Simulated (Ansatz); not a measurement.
## SbPt: course of a relaxation

Theory: DFT PBEsol, scalar-relativistic, plane waves, PAW in Ansatz 0.2.0. Run with 420 eV cutoff, 12×12×10 k-mesh, Gaussian smearing of 0.10 eV, no spin polarisation.

What was changed: biaxial strain in the a-b plane, c and atoms relaxed: -1.5 %.

Spin–orbit coupling is left out, which can shift energies with elements as heavy as these.

Command:

```bash
ansatz run input.yaml --threads 1 --pin off --max-ram 2560MiB --backend cpu --events-out ev --progress --plain --runs-dir out
```

Input:

```yaml
crystal:
  lattice:
    - [4.1082221216, 0.0, 0.0]
    - [-2.0541110608, 3.5578247217, 0.0]
    - [0.0, 0.0, 5.5177032019]
  atoms:
    - { symbol: Sb, position: [0.3333333333, 0.6666666667, 0.25] }
    - { symbol: Sb, position: [0.6666666667, 0.3333333333, 0.75] }
    - { symbol: Pt, position: [0.0, 0.0, 0.0] }
    - { symbol: Pt, position: [0.0, 0.0, 0.5] }
basis:
  ecutwfc: 420
kpoints:
  mp_grid: { grid: [12, 12, 10] }
hamiltonian:
  xc: pbesol
scf:
  occupations: { method: gaussian, width: 0.1 }
output:
  forces: true
  stress: true
  eigenvalues: true
relax:
  adjacent_minimum: "off"
  f_tol: 0.008
  max_steps: 40
  cell: { stress_tol: 0.015, fix: [a, b, gamma] }
```

F is the free energy. Steps run on the plane waves of an earlier cell, but the last one, and at times one on the way, on a freshly chosen basis, so a repeated geometry can differ a little in energy. The held parts of the cell keep their stress, so P needn't end at zero.

Steps:

```csv
step,F − F(1) (eV),largest force component (eV/Å),V (Å³/atom),P (GPa)
1,0.0000,0.000,20.162,2.95
2,0.0008,0.000,20.388,1.19
3,-0.0014,0.000,20.272,2.08
4,-0.0014,0.000,20.268,2.11
5,-0.0016,0.000,20.268,2.11
```

Relaxed structure:

```yaml
crystal:
  lattice:
    - [4.10822, 0.00000, 0.00000]
    - [-2.05411, 3.55782, 0.00000]
    - [0.00000, 0.00000, 5.54668]
  atoms:
    - { symbol: Sb, position: [0.33333, 0.66667, 0.25000] }
    - { symbol: Sb, position: [0.66667, 0.33333, 0.75000] }
    - { symbol: Pt, position: [0.00000, 0.00000, 0.00000] }
    - { symbol: Pt, position: [0.00000, 0.00000, 0.50000] }
```

Symmetry: P6_3/mmc, No. 194, hexagonal system. Conventional cell: a = 4.108 Å, b = 4.108 Å, c = 5.547 Å, α = 90.00°, β = 90.00°, γ = 120.00°. Around Sb (site symmetry -6m2) lie 6 Pt at 2.75 Å. Around Pt (site symmetry -3m) lie 6 Sb at 2.75 Å and 2 Pt at 2.77 Å.

The run converged. It took 44 s on 1 thread of Intel(R) Xeon(R) 6975P-C (Granite Rapids), on a shared host, peak memory 0.61 GiB.